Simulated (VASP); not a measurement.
# Li (Im-3m) in VASP: notebook

One crystal, Li, is run at these levels: PBEsol, RPBE; tasks: relaxation of cell and atoms, single point.

Program: VASP 6.6.1. These are calculated values, not measurements. Logs are shortened: lines on timing, memory, paths and dates and some standing lists are left out, and cuts for length are marked.

## Step 1: Starting point

The structure is cubic, space group Im-3m (No. 229). Conventional cell: a = 3.479 Å, b = 3.479 Å, c = 3.479 Å, α = 90.00°, β = 90.00°, γ = 90.00°. Li (site symmetry m-3m) is surrounded by 8 Li at 3.01 Å.

## Step 2: Relaxation of cell and atoms, PBEsol

The input, INCAR:

```
SYSTEM = Li
PREC = Accurate
ENCUT = 600
EDIFF = 1E-7
ISMEAR = 0
SIGMA = 0.1
LREAL = .False.
LASPH = .True.
NELM = 80
ALGO = Normal
ISIF = 3
LWAVE = .False.
LCHARG = .False.
GGA = PS
IBRION = 2
NSW = 90
EDIFFG = -0.005
```

The input, KPOINTS:

```
regular mesh
0
Gamma
  6 6 6
  0 0 0
```

The input, POSCAR:

```
Li
1.0
   -1.7392550000      1.7392550000      1.7392550000
    1.7392550000     -1.7392550000      1.7392550000
    1.7392550000      1.7392550000     -1.7392550000
Li
1
Direct
    0.0000000000      0.0000000000      0.0000000000
```

Potentials or basis: VASP PAW PBE potentials, release 64 (Li_sv).

On the command line:

```bash
$ cat potpaw_PBE.64/Li_sv/POTCAR > POTCAR
$ mpirun -np 1 vasp_std > vasp.out
```

OUTCAR:

```text
SYSTEM = Li
   PREC = Accurate
   ENCUT = 600
   EDIFF = 1E-7
   ISMEAR = 0
   LREAL = .False.
   LASPH = .True.
   NELM = 80
   ISIF = 3
   GGA = PS
   IBRION = 2
   NSW = 90
   EDIFFG = -0.005

 ion  position               nearest neighbor table
   1  0.000  0.000  0.000-

  LATTYP: Found a body centered cubic cell.
 ALAT       =     3.4785100000

  Lattice vectors:

 A1 = (  -1.7392550000,   1.7392550000,   1.7392550000)
 A2 = (   1.7392550000,  -1.7392550000,   1.7392550000)
 A3 = (   1.7392550000,   1.7392550000,  -1.7392550000)

Analysis of symmetry for initial positions (statically):
=====================================================================
 Subroutine PRICEL returns:
 Original cell was already a primitive cell.

 Routine SETGRP: Setting up the symmetry group for a
 body centered cubic supercell.

 Subroutine GETGRP returns: Found 48 space group operations
 (whereof 48 operations were pure point group operations)
 out of a pool of 48 trial point group operations.

The static configuration has the point symmetry O_h .

Analysis of symmetry for dynamics (positions and initial velocities):
=====================================================================
 Subroutine PRICEL returns:
 Original cell was already a primitive cell.

 Routine SETGRP: Setting up the symmetry group for a
 body centered cubic supercell.

 Subroutine GETGRP returns: Found 48 space group operations
 (whereof 48 operations were pure point group operations)
 out of a pool of 48 trial point group operations.

The dynamic configuration has the point symmetry O_h .

 Subroutine INISYM returns: Found 48 space group operations
 (whereof 48 operations are pure point group operations),
 and found     1 'primitive' translations

----------------------------------------------------------------------------------------

                                     Primitive cell

  volume of cell :      21.0450

  direct lattice vectors                    reciprocal lattice vectors
    -1.739255000  1.739255000  1.739255000     0.000000000  0.287479409  0.287479409
     1.739255000 -1.739255000  1.739255000     0.287479409  0.000000000  0.287479409
     1.739255000  1.739255000 -1.739255000     0.287479409  0.287479409  0.000000000

  length of vectors
     3.012478027  3.012478027  3.012478027     0.406557280  0.406557280  0.406557280

  position of ions in fractional coordinates (direct lattice)
     0.000000000  0.000000000  0.000000000

  ion indices of the primitive-cell ions
   primitive index   ion index
                 1           1

----------------------------------------------------------------------------------------

 KPOINTS: regular mesh

Automatic generation of k-mesh.
 Grid dimensions read from file:
 generate k-points for:    6    6    6

 Generating k-lattice:

  Cartesian coordinates                     Fractional coordinates (reciprocal lattice)
     0.000000000  0.047913235  0.047913235     0.166666667  0.000000000  0.000000000
     0.047913235  0.000000000  0.047913235     0.000000000  0.166666667  0.000000000
     0.047913235  0.047913235  0.000000000     0.000000000  0.000000000  0.166666667

  Length of vectors
     0.067759547  0.067759547  0.067759547

  Shift w.r.t. Gamma in fractional coordinates (k-lattice)
     0.000000000  0.000000000  0.000000000

 Subroutine IBZKPT returns following result:
 ===========================================

 Found     16 irreducible k-points:

 Following reciprocal coordinates:
            Coordinates               Weight
  0.000000  0.000000  0.000000      1.000000
  0.166667  0.000000  0.000000     12.000000
  0.333333  0.000000  0.000000     12.000000
  0.500000  0.000000  0.000000      6.000000
  0.166667  0.166667  0.000000     24.000000
  0.333333  0.166667  0.000000     48.000000
[... 8 lines left out ...]
  0.500000  0.500000  0.333333     12.000000
  0.500000  0.500000  0.500000      1.000000
   k-points           NKPTS =     16   k-points in BZ     NKDIM =     16   number of bands    NBANDS=      5
   number of dos      NEDOS =    301   number of ions     NIONS =      1
   total plane-waves  NPLWV =  13824
   dimension x,y,z NGX =    24 NGY =   24 NGZ =   24
   dimension x,y,z NGXF=    48 NGYF=   48 NGZF=   48
   ions per type =               1
   NGX,Y,Z   is equivalent  to a cutoff of  13.24, 13.24, 13.24 a.u.
   NGXF,Y,Z  is equivalent  to a cutoff of  26.49, 26.49, 26.49 a.u.
 SYSTEM =  Li
   PREC   = accura    normal or accurate (medium, high low for compatibility)
   ISTART =      0    job   : 0-new  1-cont  2-samecut
   ICHARG =      2    charge: 1-file 2-atom 10-const
   ISPIN  =      1    spin polarized calculation?
   LNONCOLLINEAR =      F non collinear calculations
   LSORBIT =      F    spin-orbit coupling
   LASPH  =      T    aspherical Exc in radial PAW
   ENCUT  =  600.0 eV  44.10 Ry    6.64 a.u.   6.02  6.02  6.02*2*pi/ulx,y,z
   NELM   =     80;   NELMIN=  2; NELMDL= -5     # of ELM steps
   EDIFF  = 0.1E-06   stopping-criterion for ELM
   LREAL  =      F    real-space projection
   EDIFFG = -.5E-02   stopping-criterion for IOM
   NSW    =     90    number of steps for IOM
   IBRION =      2    ionic relax: 0-MD 1-quasi-New 2-CG
   NFREE  =      1    steps in history (QN), initial steepest desc. (CG)
   ISIF   =      3    stress and relaxation
   ISYM   =      2    0-nonsym 1-usesym 2-fastsym
   POTIM  = 0.5000    time-step for ionic-motion
   TEBEG  =    0.0;   TEEND  =   0.0 temperature during run
   PSTRESS=    0.0 pullay stress
   NELECT =       3.0000    total number of electrons
   NUPDOWN=      -1.0000    fix difference up-down
   EMIN   =  10.00;   EMAX   =-10.00  energy-range for DOS
   EFERMI =   0.00;   METHOD = LEGACY
   ISMEAR =     0;   SIGMA  =   0.10  broadening in eV -4-tet -1-fermi 0-gaus
   EFERMI_NEDOS =   21; number of points for ismear=-14 and -15
   IALGO  =     38    algorithm
   IMIX   =      4    mixing-type and parameters
     AMIX     =   0.40;   BMIX     =  1.00
     AMIX_MAG =   1.60;   BMIX_MAG =  1.00
  volume/ion in A,a.u.               =      21.05       142.02
  Fermi-wavevector in a.u.,A,eV,Ry     =   0.855195  1.616085  9.950744  0.731359
  Thomas-Fermi vector in A             =   1.971908
   LORBIT       =      0    0 simple, 1 ext, 2 COOP (PROOUT), +10 PAW based schemes
   GGA     = PS    functional components
   LHFCALC =     F    Hartree Fock is set to
   AEXX    =    0.0000 exact exchange contribution
   IVDW    =     0    specifies the selected vdW correction
   LEPSILON=     F    determine dielectric tensor
   LRPA    =     F    only Hartree local field effects (RPA)
 conjugate gradient relaxation of ions
 non-spin polarized calculation
 Gauss-broadening in eV      SIGMA  =   0.10
  energy-cutoff  :      600.00
  volume of cell :       21.05
 maximum number of plane-waves:       715
   NGX = 13   NGY = 13   NGZ = 13

--------------------------------------- Ionic step        1  -------------------------------------------

 number of electron       2.9999990 magnetization

 Free energy of the ion-electron system (eV)
  ---------------------------------------------------
  ext. energy  EPLUGINS =         0.00000000
  ---------------------------------------------------
  free energy    TOTEN  =        -1.93301710 eV

  energy without entropy =       -1.92062718  energy(sigma->0) =       -1.92682214

------------------------ aborting loop because EDIFF is reached ----------------------------------------

  FORCE on cell =-STRESS in cart. coord.  units (eV):
  Direction    XX          YY          ZZ          XY          YZ          ZX
  --------------------------------------------------------------------------------------
  -------------------------------------------------------------------------------------
  Total       -0.0632178     -0.0632178     -0.0632178     -0.0000000      0.0000000      0.0000000
  in kB       -4.8128270     -4.8128270     -4.8128270     -0.0000000      0.0000000      0.0000000
  external PRESSURE =      -4.8128270 kB  Pullay stress =       0.0000000 kB

 VOLUME and BASIS-vectors are now :
 -----------------------------------------------------------------------------
  energy-cutoff  :      600.00
  volume of cell :       21.05
      direct lattice vectors                 reciprocal lattice vectors
    -1.739255000  1.739255000  1.739255000     0.000000000  0.287479409  0.287479409
     1.739255000 -1.739255000  1.739255000     0.287479409  0.000000000  0.287479409
     1.739255000  1.739255000 -1.739255000     0.287479409  0.287479409  0.000000000

 POSITION                                       TOTAL-FORCE (eV/Angst)
 -----------------------------------------------------------------------------------
      0.00000      0.00000      0.00000         0.000000      0.000000      0.000000
 -----------------------------------------------------------------------------------
    total drift:                                0.000000      0.000000     -0.000000

  FREE ENERGIE OF THE ION-ELECTRON SYSTEM (eV)
  ---------------------------------------------------
  free  energy   TOTEN  =        -1.9330170962 eV

  energy  without entropy=       -1.9206271821  energy(sigma->0) =       -1.92682214
[... 15 lines left out ...]
 VOLUME and BASIS-vectors are now :
 -----------------------------------------------------------------------------
  energy-cutoff  :      600.00
  volume of cell :       20.85
      direct lattice vectors                 reciprocal lattice vectors
    -1.733950629  1.733950629  1.733950629     0.000000000  0.288358845  0.288358845
     1.733950629 -1.733950629  1.733950629     0.288358845  0.000000000  0.288358845
     1.733950629  1.733950629 -1.733950629     0.288358845  0.288358845  0.000000000

 POSITION                                       TOTAL-FORCE (eV/Angst)
 -----------------------------------------------------------------------------------
      0.00000      0.00000      0.00000        -0.000000      0.000000     -0.000000
 -----------------------------------------------------------------------------------
    total drift:                               -0.000000      0.000000      0.000000

  FREE ENERGIE OF THE ION-ELECTRON SYSTEM (eV)
  ---------------------------------------------------
  free  energy   TOTEN  =        -1.9335305690 eV

  energy  without entropy=       -1.9211399727  energy(sigma->0) =       -1.92733527

--------------------------------------- Ionic step        3  -------------------------------------------

 number of electron       3.0000000 magnetization

 Free energy of the ion-electron system (eV)
  ---------------------------------------------------
  ext. energy  EPLUGINS =         0.00000000
  ---------------------------------------------------
  free energy    TOTEN  =        -1.93426848 eV

  energy without entropy =       -1.92187536  energy(sigma->0) =       -1.92807192

 E-fermi :   0.6445     XC(G=0):  -7.0163

 val. band max:        0.2225727809   @ k =   0.1667   0.1667   0.1667
 cond. band min:       0.6556481803   @ k =   0.3333   0.1667   0.0000
 fundamental gap:      0.4330753994
 Fermi energy:         0.6445076998

 k-point     1 :       0.0000    0.0000    0.0000
  band No.  band energies     occupation
      1     -45.2868      2.00000
      2      -2.9307      2.00000
      3      15.2474      0.00000
      4      15.2474      0.00000
      5      15.2474      0.00000

 k-point     2 :       0.1667    0.0000    0.0000
  band No.  band energies     occupation
      1     -45.2818      2.00000
      2      -2.4058      2.00000
      3      11.9856      0.00000
      4      13.4802      0.00000
      5      14.4056      0.00000

 k-point     3 :       0.3333    0.0000    0.0000
  band No.  band energies     occupation
      1     -45.2716      2.00000
      2      -0.8493      2.00000
      3       6.8765      0.00000
      4      11.6432      0.00000
      5      13.0248      0.00000

 k-point     4 :       0.5000    0.0000    0.0000
  band No.  band energies     occupation
      1     -45.2664      2.00000
      2       0.8689      0.00151
      3       3.8869      0.00000
      4      10.9957      0.00000
      5      12.4678      0.00000
[... 107 lines left out ...]
 VOLUME and BASIS-vectors are now :
 -----------------------------------------------------------------------------
  energy-cutoff  :      600.00
  volume of cell :       20.28
      direct lattice vectors                 reciprocal lattice vectors
    -1.718037516  1.718037516  1.718037516     0.000000000  0.291029733  0.291029733
     1.718037516 -1.718037516  1.718037516     0.291029733  0.000000000  0.291029733
     1.718037516  1.718037516 -1.718037516     0.291029733  0.291029733  0.000000000

 POSITION                                       TOTAL-FORCE (eV/Angst)
 -----------------------------------------------------------------------------------
      0.00000      0.00000      0.00000        -0.000000      0.000000      0.000000
 -----------------------------------------------------------------------------------
    total drift:                               -0.000000      0.000000     -0.000000

  FREE ENERGIE OF THE ION-ELECTRON SYSTEM (eV)
  ---------------------------------------------------
  free  energy   TOTEN  =        -1.9342684769 eV

  energy  without entropy=       -1.9218753583  energy(sigma->0) =       -1.92807192

 reached required accuracy - stopping structural energy minimisation
```

Run time: 2.5 s. Hardware: 1 thread of Intel Xeon 6975P-C (Granite Rapids), shared host; peak memory 0.12 GiB.

What came out:

| Quantity | Value |
| --- | --- |
| Free energy | -1.9343 eV |
| Relaxed volume | 20.28 Å³/atom |
| Relaxed cell | a = 2.976 Å, b = 2.976 Å, c = 2.976 Å, α = 109.47°, β = 109.47°, γ = 109.47° |
| Space group after relaxing (to 0.05 Å) | Im-3m (No. 229) |
| Energy gained by relaxing | 1.3 meV/atom |
| Ionic steps | 3 |
| Pressure after relaxing | 0.0 GPa |
| Band gap on the k mesh | none (metal or under the smearing width) |

The path:
| step | energy change (eV) | largest force (eV/Å) | pressure (GPa) | volume (Å³) |
| --- | --- | --- | --- | --- |
| 1 | 0.0000 | 0.0000 | -0.48 | 21.05 |
| 2 | -0.0005 | 0.0000 | -0.38 | 20.85 |
| 3 | -0.0013 | 0.0000 | -0.03 | 20.28 |

Final structure:
```xyz
1
Lattice="-1.7180 1.7180 1.7180 1.7180 -1.7180 1.7180 1.7180 1.7180 -1.7180" Properties=species:S:1:pos:R:3 pbc="T T T"
Li    0.0000    0.0000    0.0000
```

Caveat: the k mesh is coarse (spacing up to 0.43 Å⁻¹), so the values aren't converged; the cutoff is under 1.25 times the usual one of these potentials, so pressure, stress and relaxed cells hold a basis-set (Pulay) error; the PAW data sets were made with another functional, which shifts forces and pressure a little.

## Step 3: Single point, PBEsol

The input, INCAR:

```
PREC = Accurate
ENCUT = 520
EDIFF = 1E-6
ISMEAR = 0
SIGMA = 0.1
LREAL = F
LASPH = T
NELM = 80
ALGO = Normal
ISIF = 2
LWAVE = F
LCHARG = F
GGA = PS
```

The input, KPOINTS:

```
regular mesh
0
Gamma
  16 16 16
```

POSCAR is that of step 2.

Potentials or basis: VASP PAW PBE potentials, release 64 (Li_sv).

On the command line:

```bash
$ cat potpaw_PBE.64/Li_sv/POTCAR > POTCAR
$ mpirun -np 1 vasp_std > vasp.out
```

Run time: 3.5 s. Hardware: 1 thread of Intel Xeon 6975P-C (Granite Rapids), shared host; peak memory 0.13 GiB.

Results (log left out):

```yaml
Free_energy: -1.9661 eV
Band_gap_on_the_k_mesh: none (metal or under the smearing width)
```

Levels at points of the mesh, in eV from the Fermi level:
| k point | band 1 | band 2 | band 3 | band 4 |
| --- | --- | --- | --- | --- |
| (0.00, 0.00, 0.00) | -45.97 | -3.50 | 14.26 | 14.26 |
| (0.50, 0.00, 0.00) | -45.95 | 0.26 | 3.15 | 10.12 |
| (0.50, 0.50, 0.50) | -45.94 | 5.40 | 5.40 | 5.40 |

Caveat: the cutoff is under 1.25 times the usual one of these potentials, so pressure, stress and relaxed cells hold a basis-set (Pulay) error; the PAW data sets were made with another functional, which shifts forces and pressure a little.

(Part 1 of 2 ends here.)
